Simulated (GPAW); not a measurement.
# AlN (P6_3mc) in GPAW: notebook

One crystal, AlN, is run at these levels: PBE; tasks: relaxation of cell and atoms, single point.

Everything below comes from runs of GPAW 26.7.0. Logs are shortened: lines on timing, memory, paths and dates and some standing lists are left out, and cuts for length are marked. The log counts tension as positive stress, the text compression.

## Step 1: The structure

The structure is hexagonal, space group P6_3mc (No. 186). The conventional cell has a = 3.113 Å, b = 3.113 Å, c = 4.981 Å, α = 90.00°, β = 90.00°, γ = 120.00°. Around Al (site symmetry 3m) lie 4 N at 1.89 Å. N (site symmetry 3m) has 4 Al at 1.89 Å as nearest neighbours.

## Step 2: Relaxation of cell and atoms, PBE

Input file run.py:

```python
from ase.filters import FrechetCellFilter
from ase.io import write
from ase.optimize import BFGS
from ase.spacegroup import crystal
from gpaw import GPAW, PW

# Al 2b
# N 2b
atoms = crystal(['Al', 'N'],
                basis=[[0.6666666667, 0.3333333333, 0.5],
                       [0.6666666667, 0.3333333333, 0.88]],
                spacegroup=186, setting=1,  # P6_3mc
                cellpar=[3.113, 3.113, 4.981, 90.0, 90.0, 120.0],
                primitive_cell=True)

calc = GPAW(mode=PW(800),
            xc='PBE',
            kpts={'size': (7, 7, 4), 'gamma': True},
            occupations={'name': 'fermi-dirac', 'width': 0.05},
            nbands=18,
            convergence={'density': 1e-06, 'energy': 1e-06, 'eigenstates': 1e-10},
            maxiter=150,
            txt='gpaw.txt')
atoms.calc = calc
opt = BFGS(FrechetCellFilter(atoms), trajectory='relax.traj', logfile='-')
done = opt.run(fmax=0.01, steps=100)
calc.write('gs.gpw')
write('result.traj', atoms)
print('Converged:', done)
print('Cell:', atoms.cell.cellpar().round(4))
print('Volume:', round(atoms.get_volume(), 4))
print(atoms.get_scaled_positions().round(5))
```

Potentials or basis: GPAW PAW data sets (gpaw-data 1.2.1), pw.

Launch:

```bash
OMP_NUM_THREADS=1 python run.py
```

gpaw.txt:

```text
__  _  _
 | _ |_)|_||  |
 |__||  | ||/\| - 26.7.0

Input parameters:
  mode=PW(ecut=800.0),
  convergence={'density': 1e-06, 'energy': 1e-06, 'eigenstates': 1e-10},
  kpts=MonkhorstPack(size=(7, 7, 4), gamma=True),
  maxiter=150,
  nbands=18,
  occupations=Occupations(name='fermi-dirac', width=0.05),
  xc=XC(name='PBE')

Diagonalizing LCAO Hamiltonian
Converting LCAO to pw mode

           N

           Al
        N

        Al

Atoms  # Å, Bohr magnetons
|   | symbol |         x |        y |        z |    initial magnetic moments |
|---|--------|-----------|----------|----------|-----------------------------|
| 0 |     Al |  1.556500 | 0.898646 | 2.490500 | ( 0.0000,  0.0000,  0.0000) |
| 1 |     Al | -0.000000 | 1.797291 | 0.000000 | ( 0.0000,  0.0000,  0.0000) |
| 2 |      N |  1.556500 | 0.898646 | 4.383280 | ( 0.0000,  0.0000,  0.0000) |
| 3 |      N | -0.000000 | 1.797291 | 1.892780 | ( 0.0000,  0.0000,  0.0000) |

Unit cell  # Å
| periodic |         x |        y |        z |  lengths |     angles |
|----------|-----------|----------|----------|----------|------------|
|      yes |  3.113000 | 0.000000 | 0.000000 | 3.113000 |  90.000000 |
|      yes | -1.556500 | 2.695937 | 0.000000 | 3.113000 |  90.000000 |
|      yes |  0.000000 | 0.000000 | 4.981000 | 4.981000 | 120.000000 |

Number of symmetries: 6
Symmetry operations  # r_c * U_cc + t_c -> r_c
|   | kind |            matrix            |
|---|------|------------------------------|
| 0 |  σ   |  1, 1, 0,  0,-1, 0,  0, 0, 1 |
| 1 |  E   |  1, 0, 0,  0, 1, 0,  0, 0, 1 |
| 2 |  C3  |  0, 1, 0, -1,-1, 0,  0, 0, 1 |
| 3 |  σ   |  0,-1, 0, -1, 0, 0,  0, 0, 1 |
| 4 |  σ   | -1, 0, 0,  1, 1, 0,  0, 0, 1 |
| 5 |  C3  | -1,-1, 0,  1, 0, 0,  0, 0, 1 |
[... 187 lines left out ...]
Gap: 4.231 eV
Transition (v -> c):
  (s=0, k=0, n=7, [0.00, 0.00, 0.00]) -> (s=0, k=0, n=8, [0.00, 0.00, 0.00])
No difference between direct/indirect transitions

Stress tensor  # eV/Ang^3
|         x |         y |         z |
|-----------|-----------|-----------|
| -0.025521 |  0.000000 | -0.000000 |
|  0.000000 | -0.025521 |  0.000000 |
| -0.000000 |  0.000000 | -0.035404 |

Forces  # eV/Ang
|        x |       y |        z |
|----------|---------|----------|
|  0.00000 | 0.00000 | -0.13281 |  # Al   0
| -0.00000 | 0.00000 | -0.13282 |  # Al   1
| -0.00000 | 0.00000 |  0.13348 |  # N    2
|  0.00000 | 0.00000 |  0.13276 |  # N    3

Interpolating wave functions to new cell

           N

           Al
        N

        Al

Atoms  # Å, Bohr magnetons
|   | symbol |         x |        y |         z |    initial magnetic moments |
|---|--------|-----------|----------|-----------|-----------------------------|
| 0 |     Al |  1.557983 | 0.899502 |  2.491893 | ( 0.0000,  0.0000,  0.0000) |
| 1 |     Al | -0.000000 | 1.799004 | -0.001900 | ( 0.0000,  0.0000,  0.0000) |
| 2 |      N |  1.557983 | 0.899502 |  4.390985 | ( 0.0000,  0.0000,  0.0000) |
| 3 |      N | -0.000000 | 1.799004 |  1.897182 | ( 0.0000,  0.0000,  0.0000) |

Unit cell  # Å
| periodic |         x |         y |         z |  lengths |     angles |
|----------|-----------|-----------|-----------|----------|------------|
|      yes |  3.115967 | -0.000000 |  0.000000 | 3.115967 |  90.000000 |
|      yes | -1.557983 |  2.698506 | -0.000000 | 3.115967 |  90.000000 |
|      yes |  0.000000 | -0.000000 |  4.987586 | 4.987586 | 120.000000 |

Number of symmetries: 6
Symmetry operations  # r_c * U_cc + t_c -> r_c
|   | kind |            matrix            |
|---|------|------------------------------|
| 0 |  σ   |  1, 1, 0,  0,-1, 0,  0, 0, 1 |
| 1 |  E   |  1, 0, 0,  0, 1, 0,  0, 0, 1 |
| 2 |  C3  |  0, 1, 0, -1,-1, 0,  0, 0, 1 |
| 3 |  σ   |  0,-1, 0, -1, 0, 0,  0, 0, 1 |
| 4 |  σ   | -1, 0, 0,  1, 1, 0,  0, 0, 1 |
| 5 |  C3  | -1,-1, 0,  1, 0, 0,  0, 0, 1 |

BZ-sampling:
  Number of BZ points: 196
  Number of IBZ points: 28
[... 684 lines left out ...]
        Al

Atoms  # Å, Bohr magnetons
|   | symbol |         x |        y |         z |    initial magnetic moments |
|---|--------|-----------|----------|-----------|-----------------------------|
| 0 |     Al |  1.567730 | 0.905129 |  2.506200 | ( 0.0000,  0.0000,  0.0000) |
| 1 |     Al | -0.000000 | 1.810259 | -0.005102 | ( 0.0000,  0.0000,  0.0000) |
| 2 |      N |  1.567730 | 0.905129 |  4.425075 | ( 0.0000,  0.0000,  0.0000) |
| 3 |      N | -0.000000 | 1.810259 |  1.913742 | ( 0.0000,  0.0000,  0.0000) |

Unit cell  # Å
| periodic |         x |        y |         z |  lengths |     angles |
|----------|-----------|----------|-----------|----------|------------|
|      yes |  3.135460 | 0.000000 | -0.000000 | 3.135460 |  90.000000 |
|      yes | -1.567730 | 2.715388 |  0.000000 | 3.135460 |  90.000000 |
|      yes | -0.000000 | 0.000000 |  5.022604 | 5.022604 | 120.000000 |

Number of symmetries: 6
Symmetry operations  # r_c * U_cc + t_c -> r_c
|   | kind |            matrix            |
|---|------|------------------------------|
| 0 |  σ   |  1, 1, 0,  0,-1, 0,  0, 0, 1 |
| 1 |  E   |  1, 0, 0,  0, 1, 0,  0, 0, 1 |
| 2 |  C3  |  0, 1, 0, -1,-1, 0,  0, 0, 1 |
| 3 |  σ   |  0,-1, 0, -1, 0, 0,  0, 0, 1 |
| 4 |  σ   | -1, 0, 0,  1, 1, 0,  0, 0, 1 |
| 5 |  C3  | -1,-1, 0,  1, 0, 0,  0, 0, 1 |

BZ-sampling:
  Number of BZ points: 196
  Number of IBZ points: 28
[... 400 lines left out ...]
|          2 |         0.045 |     2.000 |
|          3 |         5.086 |     2.000 |
|          4 |         5.086 |     2.000 |
|          5 |         5.733 |     2.000 |
[... 8 lines left out ...]
|         14 |        18.856 |     0.000 |
|         15 |        18.856 |     0.000 |
|        ... |               |           |
|         17 |        20.265 |     0.000 |

Gap: 4.008 eV
Transition (v -> c):
  (s=0, k=0, n=7, [0.00, 0.00, 0.00]) -> (s=0, k=0, n=8, [0.00, 0.00, 0.00])
No difference between direct/indirect transitions

Stress tensor  # eV/Ang^3
|        x |        y |         z |
|----------|----------|-----------|
| 0.000612 | 0.000000 |  0.000000 |
| 0.000000 | 0.000612 |  0.000000 |
| 0.000000 | 0.000000 | -0.000392 |

Forces  # eV/Ang
|        x |        y |        z |
|----------|----------|----------|
|  0.00000 |  0.00000 |  0.00534 |  # Al   0
| -0.00000 |  0.00000 |  0.00534 |  # Al   1
|  0.00000 | -0.00000 | -0.00487 |  # N    2
|  0.00000 | -0.00000 | -0.00489 |  # N    3

# Writing to gs.gpw (mode='')
```

stdout:

```text
Step          Energy          fmax
BFGS:    0      -29.706040        0.369998
BFGS:    1      -29.711081        0.294964
BFGS:    2      -29.722405        0.088766
BFGS:    3      -29.723584        0.074715
BFGS:    4      -29.724535        0.024935
BFGS:    5      -29.724569        0.006544
Converged: True
Cell: [  3.1355   3.1355   5.0223  90.      90.     120.    ]
Volume: 42.76
[[0.66667 0.33333 0.49914]
 [0.33333 0.66667 0.99914]
 [0.66667 0.33333 0.88088]
 [0.33333 0.66667 0.38087]]
```

Run time: 2.1 min. Hardware: 1 thread of Arm Neoverse V1, shared host; peak memory 0.26 GiB.

Results:

```
Free energy                            : -29.7246 eV
Relaxed volume                         : 10.69 Å³/atom
Relaxed cell                           : a = 3.135 Å, b = 3.135 Å, c = 5.022 Å, α = 90.00°, β = 90.00°, γ = 120.00°
Space group after relaxing (to 0.05 Å) : P6_3mc (No. 186)
Energy gained by relaxing              : 4.6 meV/atom
Ionic steps                            : 6
Pressure after relaxing                : 0.0 GPa
Largest force after relaxing           : 0.005 eV/Å
Band gap on the k mesh                 : 4.01 eV, direct
```

Forces in eV/Å, atoms in the order of the input:
```
Al   0.000  0.000  0.005
Al   0.000  0.000  0.005
N    0.000  0.000 -0.005
N    0.000  0.000 -0.005
```

Stress tensor (GPa, compression positive):
```
-0.10  0.00  0.00
 0.00 -0.10  0.00
 0.00  0.00  0.06
```

Step by step:
```
step  energy change (eV)  largest force (eV/Å)  pressure (GPa)  volume (Å³)
   1              0.0000                0.1335            4.62        41.80
   2             -0.0050                0.0750            3.91        41.94
   3             -0.0164                0.0852            1.05        42.52
   4             -0.0175                0.0742            0.49        42.64
   5             -0.0185                0.0247           -0.06        42.76
   6             -0.0185                0.0053           -0.04        42.76
```

Final structure:
```cif
data_structure
_symmetry_space_group_name_H-M 'P 1'
_symmetry_Int_Tables_number 1
_cell_length_a 3.1355
_cell_length_b 3.1355
_cell_length_c 5.0223
_cell_angle_alpha 90.000
_cell_angle_beta 90.000
_cell_angle_gamma 120.000
_cell_volume 42.76
loop_
_atom_site_label
_atom_site_type_symbol
_atom_site_fract_x
_atom_site_fract_y
_atom_site_fract_z
_atom_site_occupancy
Al1 Al 0.66667 0.33333 0.49914 1
Al2 Al 0.33333 0.66667 0.99914 1
N1 N 0.66667 0.33333 0.88088 1
N2 N 0.33333 0.66667 0.38087 1
```

Caveat: later steps reuse the first step's grids.

## Step 3: Single point, PBE

Input file run.py:

```python
from ase.dft.bandgap import bandgap
from ase.io import write
from ase.spacegroup import crystal
from ase.units import GPa
from gpaw import GPAW, PW

# Al 2b
# N 2b
atoms = crystal(['Al', 'N'],
                basis=[[0.6666666667, 0.3333333333, 0.5],
                       [0.6666666667, 0.3333333333, 0.88]],
                spacegroup=186, setting=1,  # P6_3mc
                cellpar=[3.113, 3.113, 4.981, 90.0, 90.0, 120.0],
                primitive_cell=True)

calc = GPAW(mode=PW(300),
            xc='PBE',
            kpts={'size': (7, 7, 4), 'gamma': True},
            occupations={'name': 'fermi-dirac', 'width': 0.05},
            nbands=18,
            convergence={'density': 1e-05, 'energy': 1e-05},
            maxiter=75,
            txt='gpaw.txt')
atoms.calc = calc
energy = atoms.get_potential_energy()
forces = atoms.get_forces()
stress = atoms.get_stress()
calc.write('gs.gpw')
write('result.traj', atoms)
print(f'Energy: {energy:.6f} eV')
print('Forces (eV/A):')
print(forces.round(4))
print('Stress (GPa):', (stress / GPa).round(3))
print('Fermi level:', round(calc.get_fermi_level(), 4), 'eV')
print(f'Gap: {bandgap(calc)[0]:.4f} eV, direct: {bandgap(calc, direct=True)[0]:.4f} eV')
```

Potentials or basis: GPAW PAW data sets (gpaw-data 1.2.1), pw.

Launch:

```bash
OMP_NUM_THREADS=1 python run.py
```

It took 6.8 s on 1 thread of Arm Neoverse V1, shared host; peak memory 0.13 GiB.

These settings aren't checked as converged: the numbers below hold their error.

What came out:

```yaml
Free_energy: -19.0311 eV
Pressure: -65.7 GPa
Band_gap_on_the_k_mesh: 3.43 eV, direct
```

Caveat: the cutoff is short for stress and forces, so pressures can be off by a GPa or more; the forces don't sum to zero, a sign of grid noise; a pressure of tens of GPa on the cell as given is suspect, and the run, the potentials or the cell itself is likely at fault.

## Step 4: Single point, PBE

Input file run.py:

```python
from ase import Atoms
from ase.dft.bandgap import bandgap
from ase.io import write
from ase.units import GPa
from gpaw import GPAW, PW

atoms = Atoms(['Al', 'Al', 'N', 'N'],
              cell=[[3.113, 0.0, 0.0],
                    [-1.5565, 2.695937082, 0.0],
                    [0.0, 0.0, 4.981]],
              scaled_positions=[[0.6666666667, 0.3333333333, 0.5],
                                [0.3333333333, 0.6666666667, 0.0],
                                [0.6666666667, 0.3333333333, 0.88],
                                [0.3333333333, 0.6666666667, 0.38]],
              pbc=True)

calc = GPAW(mode=PW(800),
            xc='PBE',
            kpts={'size': (15, 15, 9), 'gamma': True},
            occupations={'name': 'fermi-dirac', 'width': 0.05},
            nbands=18,
            convergence={'density': 1e-05, 'energy': 1e-05},
            maxiter=80,
            txt='gpaw.txt')
atoms.calc = calc
energy = atoms.get_potential_energy()
forces = atoms.get_forces()
stress = atoms.get_stress()
calc.write('gs.gpw')
write('result.traj', atoms)
print(f'Energy: {energy:.6f} eV')
print('Forces (eV/A):')
print(forces.round(4))
print('Stress (GPa):', (stress / GPa).round(3))
print('Fermi level:', round(calc.get_fermi_level(), 4), 'eV')
print(f'Gap: {bandgap(calc)[0]:.4f} eV, direct: {bandgap(calc, direct=True)[0]:.4f} eV')
```

Launch:

```bash
OMP_NUM_THREADS=1 python run.py
```

Wall time 2.6 min (1 thread of Arm Neoverse V1, shared host); peak memory 0.38 GiB.

Results (log left out):

```
Free energy            : -29.7064 eV
Pressure               : 4.6 GPa
Largest force          : 0.133 eV/Å
Band gap on the k mesh : 4.23 eV, direct
```

Forces in eV/Å, atoms in the order of the input:
```
Al   0.000  0.000 -0.133
Al   0.000  0.000 -0.133
N    0.000  0.000  0.133
N    0.000  0.000  0.133
```

Stress tensor (GPa, compression positive):
```
4.09 0.00 0.00
0.00 4.09 0.00
0.00 0.00 5.68
```

Levels at points of the mesh, in eV from the valence-band top:
```csv
k point,band 6,band 7,band 8,band 9,band 10,band 11
"(0.00, 0.00, 0.00)",-0.18,-0.18,0.00,4.23,6.67,10.62
```

Caveat: an odd mesh through Γ misses points on the zone boundary, where band edges often lie. A hybrid or GW would open this gap; PBE tends to underestimate it.

## Step 5: Single point, PBE

run.py: that of step 4 with these lines changed.

```diff
@@ -16,5 +16,5 @@
 
-calc = GPAW(mode=PW(800),
+calc = GPAW(mode=PW(400),
             xc='PBE',
-            kpts={'size': (15, 15, 9), 'gamma': True},
+            kpts={'size': (7, 7, 4), 'gamma': True},
             occupations={'name': 'fermi-dirac', 'width': 0.05},
@@ -22,3 +22,3 @@
             convergence={'density': 1e-05, 'energy': 1e-05},
-            maxiter=80,
+            maxiter=100,
             txt='gpaw.txt')
```

Launch:

```bash
OMP_NUM_THREADS=1 python run.py
```

Wall time 8.8 s (1 thread of Arm Neoverse V1, shared host); peak memory 0.13 GiB.

These settings aren't checked as converged: the numbers below hold their error.

Results:

* Free energy: -25.8481 eV
* Pressure: -35.3 GPa
* Largest force: 0.139 eV/Å
* Band gap on the k mesh: 3.84 eV, direct

Caveat: the cutoff is short for stress and forces, so pressures can be off by a GPa or more; a pressure of tens of GPa on the cell as given is suspect, and the run, the potentials or the cell itself is likely at fault.
